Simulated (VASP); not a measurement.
# Y (I4/mmm) in VASP: further runs

One crystal, Y, is run at these levels: LDA; tasks: single point.

Everything below comes from runs of VASP 6.6.1. Logs are shortened: lines on timing, memory, paths and dates and some standing lists are left out, and cuts for length are marked.

**1. The cell of the first run**

It takes space group I4/mmm (No. 139, tetragonal). Conventional cell: a = 3.655 Å, b = 3.655 Å, c = 4.970 Å, α = 90.00°, β = 90.00°, γ = 90.00°. Around Y (site symmetry 4/mmm) lie 12 Y at 3.59 to 3.65 Å.

This isn't the form of Y at room conditions, which is hcp.

**2. Single point, LDA (strain +0.040 along x and y, +0.000 along z, atoms carried along)**

Contents of INCAR:

```
SYSTEM = Y
PREC = Accurate
ENCUT = 520
EDIFF = 1E-7
ISMEAR = 0
SIGMA = 0.15
LREAL = .FALSE.
LASPH = .TRUE.
NELM = 100
ALGO = Fast
ISIF = 2
LWAVE = .FALSE.
LCHARG = .TRUE.
LELF = .TRUE.
LVHAR = .TRUE.
NBANDS = 12
```

Contents of KPOINTS:

```
Automatic mesh
0
G
  16 16 16
  0 0 0
```

Contents of POSCAR:

```
Y
1.0
    0.0000000000      2.5844000000      2.4850000000
    2.5844000000      0.0000000000      2.4850000000
    2.5844000000      2.5844000000      0.0000000000
Y
1
Direct
    0.0000000000      0.0000000000      0.0000000000
```

Potentials or basis: VASP PAW LDA potentials, release 64 (Y_sv).

Started as:

```bash
cat potpaw_LDA.64/Y_sv/POTCAR > POTCAR
mpirun -np 1 vasp_std > vasp.out
```

OUTCAR:

```text
SYSTEM = Y
   PREC = Accurate
   ENCUT = 520
   EDIFF = 1E-7
   ISMEAR = 0
   LREAL = .FALSE.
   LASPH = .TRUE.
   NELM = 100
   ISIF = 2

 ion  position               nearest neighbor table
   1  0.000  0.000  0.000-

  LATTYP: Found a body centered tetragonal cell.
 ALAT       =     3.6548935306
 C/A-ratio  =     1.3598207331

  Lattice vectors:

 A1 = (   0.0000000000,  -2.5844000000,  -2.4850000000)
 A2 = (   0.0000000000,   2.5844000000,  -2.4850000000)
 A3 = (   2.5844000000,   0.0000000000,   2.4850000000)

Analysis of symmetry for initial positions (statically):
=====================================================================
 Subroutine PRICEL returns:
 Original cell was already a primitive cell.

 Routine SETGRP: Setting up the symmetry group for a
 body centered tetragonal supercell.

 Subroutine GETGRP returns: Found 16 space group operations
 (whereof 16 operations were pure point group operations)
 out of a pool of 16 trial point group operations.

The static configuration has the point symmetry D_4h.

Analysis of symmetry for dynamics (positions and initial velocities):
=====================================================================
 Subroutine PRICEL returns:
 Original cell was already a primitive cell.

 Routine SETGRP: Setting up the symmetry group for a
 body centered tetragonal supercell.

 Subroutine GETGRP returns: Found 16 space group operations
 (whereof 16 operations were pure point group operations)
 out of a pool of 16 trial point group operations.

The dynamic configuration has the point symmetry D_4h.

 Subroutine INISYM returns: Found 16 space group operations
 (whereof 16 operations are pure point group operations),
 and found     1 'primitive' translations

----------------------------------------------------------------------------------------

                                     Primitive cell

  volume of cell :      33.1952

  direct lattice vectors                    reciprocal lattice vectors
     0.000000000  2.584400000  2.485000000    -0.193468503  0.193468503  0.201207243
     2.584400000  0.000000000  2.485000000     0.193468503 -0.193468503  0.201207243
     2.584400000  2.584400000  0.000000000     0.193468503  0.193468503 -0.201207243

  length of vectors
     3.585296133  3.585296133  3.654893531     0.339624025  0.339624025  0.339624025

  position of ions in fractional coordinates (direct lattice)
     0.000000000  0.000000000  0.000000000

  ion indices of the primitive-cell ions
   primitive index   ion index
                 1           1

----------------------------------------------------------------------------------------

 KPOINTS: Automatic mesh

Automatic generation of k-mesh.
 Grid dimensions read from file:
 generate k-points for:   16   16   16

 Generating k-lattice:

  Cartesian coordinates                     Fractional coordinates (reciprocal lattice)
    -0.012091781  0.012091781  0.012575453     0.062500000  0.000000000  0.000000000
     0.012091781 -0.012091781  0.012575453     0.000000000  0.062500000  0.000000000
     0.012091781  0.012091781 -0.012575453     0.000000000  0.000000000  0.062500000

  Length of vectors
     0.021226502  0.021226502  0.021226502

  Shift w.r.t. Gamma in fractional coordinates (k-lattice)
     0.000000000  0.000000000  0.000000000

 Subroutine IBZKPT returns following result:
 ===========================================

 Found    349 irreducible k-points:

 Following reciprocal coordinates:
            Coordinates               Weight
  0.000000  0.000000  0.000000      1.000000
  0.062500  0.000000  0.000000      8.000000
  0.125000  0.000000  0.000000      8.000000
  0.187500  0.000000  0.000000      8.000000
  0.250000  0.000000  0.000000      8.000000
  0.312500  0.000000  0.000000      8.000000
[... 16 lines left out ...]
 -0.125000  0.062500  0.000000      8.000000
 -0.062500  0.062500  0.000000      4.000000
 [... further k-points ...]
   k-points           NKPTS =    349   k-points in BZ     NKDIM =    349   number of bands    NBANDS=     12
   number of dos      NEDOS =    301   number of ions     NIONS =      1
   total plane-waves  NPLWV =  21952
   dimension x,y,z NGX =    28 NGY =   28 NGZ =   28
   dimension x,y,z NGXF=    56 NGYF=   56 NGZF=   56
   ions per type =               1
   NGX,Y,Z   is equivalent  to a cutoff of  12.98, 12.98, 12.74 a.u.
   NGXF,Y,Z  is equivalent  to a cutoff of  25.97, 25.97, 25.47 a.u.
 SYSTEM =  Y
   PREC   = accura    normal or accurate (medium, high low for compatibility)
   ISTART =      0    job   : 0-new  1-cont  2-samecut
   ICHARG =      2    charge: 1-file 2-atom 10-const
   ISPIN  =      1    spin polarized calculation?
   LNONCOLLINEAR =      F non collinear calculations
   LSORBIT =      F    spin-orbit coupling
   LASPH  =      T    aspherical Exc in radial PAW
   ENCUT  =  520.0 eV  38.22 Ry    6.18 a.u.   6.67  6.67  6.80*2*pi/ulx,y,z
   NELM   =    100;   NELMIN=  2; NELMDL= -5     # of ELM steps
   EDIFF  = 0.1E-06   stopping-criterion for ELM
   LREAL  =      F    real-space projection
   EDIFFG = 0.1E-05   stopping-criterion for IOM
   NSW    =      0    number of steps for IOM
   IBRION =     -1    ionic relax: 0-MD 1-quasi-New 2-CG
   NFREE  =      0    steps in history (QN), initial steepest desc. (CG)
   ISIF   =      2    stress and relaxation
   ISYM   =      2    0-nonsym 1-usesym 2-fastsym
   POTIM  = 0.5000    time-step for ionic-motion
   TEBEG  =    0.0;   TEEND  =   0.0 temperature during run
   PSTRESS=    0.0 pullay stress
   NELECT =      11.0000    total number of electrons
   NUPDOWN=      -1.0000    fix difference up-down
   EMIN   =  10.00;   EMAX   =-10.00  energy-range for DOS
   EFERMI =   0.00;   METHOD = LEGACY
   ISMEAR =     0;   SIGMA  =   0.15  broadening in eV -4-tet -1-fermi 0-gaus
   EFERMI_NEDOS =   21; number of points for ismear=-14 and -15
   IALGO  =     68    algorithm
   IMIX   =      4    mixing-type and parameters
     AMIX     =   0.40;   BMIX     =  1.00
     AMIX_MAG =   1.60;   BMIX_MAG =  1.00
  volume/ion in A,a.u.               =      33.20       224.01
  Fermi-wavevector in a.u.,A,eV,Ry     =   1.132871  2.140816 17.461671  1.283397
  Thomas-Fermi vector in A             =   2.269573
   LORBIT       =      0    0 simple, 1 ext, 2 COOP (PROOUT), +10 PAW based schemes
   GGA     = CA    functional components
   LHFCALC =     F    Hartree Fock is set to
   AEXX    =    0.0000 exact exchange contribution
   IVDW    =     0    specifies the selected vdW correction
   LEPSILON=     F    determine dielectric tensor
   LRPA    =     F    only Hartree local field effects (RPA)
 non-spin polarized calculation
 RMM-DIIS sequential band-by-band and
 Gauss-broadening in eV      SIGMA  =   0.15
  energy-cutoff  :      520.00
  volume of cell :       33.20
 maximum number of plane-waves:       925
   NGX = 13   NGY = 13   NGZ = 13

 number of electron      11.0000001 magnetization

 Free energy of the ion-electron system (eV)
  ---------------------------------------------------
  ext. energy  EPLUGINS =         0.00000000
  ---------------------------------------------------
  free energy    TOTEN  =        -6.88544834 eV

  energy without entropy =       -6.86757180  energy(sigma->0) =       -6.87651007

 E-fermi :   2.8336     XC(G=0):  -9.5972

 val. band max:        2.8325634428   @ k =  -0.2500   0.1250   0.3125
 cond. band min:       2.8372901577   @ k =   0.5000   0.2500   0.1250
 fundamental gap:      0.0047267148
 Fermi energy:         2.8336338225

 k-point     1 :       0.0000    0.0000    0.0000
  band No.  band energies     occupation
      1     -39.6717      2.00000
      2     -19.5027      2.00000
      3     -19.5027      2.00000
      4     -19.5002      2.00000
      5      -1.8838      2.00000
      6       4.4371      0.00000
      7       4.4371      0.00000
      8       4.7424      0.00000
      9       6.2474      0.00000
     10       6.6762      0.00000
     11      11.8323      0.00000
     12      14.7357      0.00000

 k-point     2 :       0.0625    0.0000    0.0000
  band No.  band energies     occupation
      1     -39.6694      2.00000
      2     -19.5236      2.00000
      3     -19.5060      2.00000
      4     -19.5032      2.00000
      5      -1.7875      2.00000
      6       4.3754      0.00000
      7       4.4814      0.00000
      8       4.7441      0.00000
      9       6.2057      0.00000
     10       6.6187      0.00000
     11      12.0519      0.00000
     12      14.4444      0.00000

 k-point     3 :       0.1250    0.0000    0.0000
  band No.  band energies     occupation
      1     -39.6628      2.00000
      2     -19.5850      2.00000
      3     -19.5155      2.00000
      4     -19.5095      2.00000
      5      -1.5076      2.00000
      6       4.1448      0.00000
      7       4.5868      0.00000
      8       4.8222      0.00000
      9       6.1286      0.00000
     10       6.4897      0.00000
     11      12.6038      0.00000
     12      13.7007      0.00000

 k-point     4 :       0.1875    0.0000    0.0000
  band No.  band energies     occupation
      1     -39.6528      2.00000
      2     -19.6756      2.00000
      3     -19.5296      2.00000
      4     -19.5188      2.00000
      5      -1.0725      2.00000
      6       3.8220      0.00000
      7       4.6630      0.00000
      8       4.9293      0.00000
      9       6.1495      0.00000
     10       6.4100      0.00000
     11      12.5982      0.00000
     12      13.6570      0.00000

 k-point     5 :       0.2500    0.0000    0.0000
  band No.  band energies     occupation
      1     -39.6410      2.00000
      2     -19.7803      2.00000
      3     -19.5461      2.00000
      4     -19.5297      2.00000
      5      -0.5340      2.00000
      6       3.5224      0.00000
      7       4.6168      0.00000
      8       4.9397      0.00000
      9       6.3973      0.00000
     10       6.5271      0.00000
     11      11.9097      0.00000
     12      14.0722      0.00000
[... 228 lines left out ...]
      1     -39.6360      2.00000
      2     -19.8092      2.00000
      3     -19.5575      2.00000
      4     -19.5460      2.00000
      5      -0.2864      2.00000
      6       3.4217      0.00000
      7       4.6698      0.00000
      8       4.7842      0.00000
      9       6.1784      0.00000
     10       6.9826      0.00000
     11      11.9587      0.00000
     12      14.0298      0.00000

 k-point    22 :      -0.1875    0.0625    0.0000
  band No.  band energies     occupation
      1     -39.6478      2.00000
      2     -19.7071      2.00000
      3     -19.5449      2.00000
      4     -19.5294      2.00000
      5      -0.8395      2.00000
      6       3.6709      0.00000
      7       4.7642      0.00000
      8       4.8915      0.00000
      9       5.8699      0.00000
     10       6.7076      0.00000
     11      12.6372      0.00000
     12      13.9357      0.00000

 k-point    23 :      -0.1250    0.0625    0.0000
  band No.  band energies     occupation
      1     -39.6583      2.00000
      2     -19.6153      2.00000
      3     -19.5310      2.00000
      4     -19.5160      2.00000
      5      -1.3091      2.00000
      6       3.9564      0.00000
      7       4.6900      0.00000
      8       4.9066      0.00000
      9       5.8675      0.00000
     10       6.6110      0.00000
     11      12.9625      0.00000
     12      13.5596      0.00000

 k-point    24 :      -0.0625    0.0625    0.0000
  band No.  band energies     occupation
      1     -39.6659      2.00000
      2     -19.5507      2.00000
      3     -19.5162      2.00000
      4     -19.5077      2.00000
      5      -1.6363      2.00000
      6       4.2035      0.00000
      7       4.5536      0.00000
      8       4.8476      0.00000
      9       6.0371      0.00000
     10       6.6271      0.00000
     11      12.3772      0.00000
     12      14.0729      0.00000

 [... further k-points ...]

------------------------ aborting loop because EDIFF is reached ----------------------------------------

  FORCE on cell =-STRESS in cart. coord.  units (eV):
  Direction    XX          YY          ZZ          XY          YZ          ZX
  --------------------------------------------------------------------------------------
  -------------------------------------------------------------------------------------
  Total       -1.0159222     -1.0159222     -0.7979843      0.0000000      0.0000000     -0.0000000
  in kB      -49.0337564    -49.0337564    -38.5149262      0.0000000      0.0000000     -0.0000000
  external PRESSURE =     -45.5274797 kB  Pullay stress =       0.0000000 kB

 VOLUME and BASIS-vectors are now :
 -----------------------------------------------------------------------------
  energy-cutoff  :      520.00
  volume of cell :       33.20
      direct lattice vectors                 reciprocal lattice vectors
     0.000000000  2.584400000  2.485000000    -0.193468503  0.193468503  0.201207243
     2.584400000  0.000000000  2.485000000     0.193468503 -0.193468503  0.201207243
     2.584400000  2.584400000  0.000000000     0.193468503  0.193468503 -0.201207243

 POSITION                                       TOTAL-FORCE (eV/Angst)
 -----------------------------------------------------------------------------------
      0.00000      0.00000      0.00000         0.000000      0.000000      0.000000
 -----------------------------------------------------------------------------------
    total drift:                               -0.000000     -0.000000     -0.000000

  FREE ENERGIE OF THE ION-ELECTRON SYSTEM (eV)
  ---------------------------------------------------
  free  energy   TOTEN  =        -6.8854483402 eV

  energy  without entropy=       -6.8675717962  energy(sigma->0) =       -6.87651007
```

Wall time 2.5 min (1 thread of Intel Xeon Platinum 8259CL at 2.50GHz (Skylake/Cascade Lake), shared host); peak memory 0.28 GiB.

Results:

```
Free energy            : -6.8854 eV
Pressure               : -4.6 GPa
Band gap on the k mesh : none (metal or under the smearing width)
```

Levels at points of the mesh, in eV from the Fermi level:
```tsv
k point	band 3	band 4	band 5	band 6	band 7	band 8
(0.00, 0.00, 0.00)	-22.34	-22.33	-4.72	1.60	1.60	1.91
(0.50, 0.00, 0.00)	-22.42	-22.39	-1.98	0.64	1.36	1.72
(0.50, 0.50, 0.00)	-22.55	-22.55	-1.67	-0.92	2.37	5.05
(0.50, 0.00, 0.50)	-22.54	-22.50	-1.74	-0.83	1.90	5.05
```

(Part 1 of 3 ends here.)
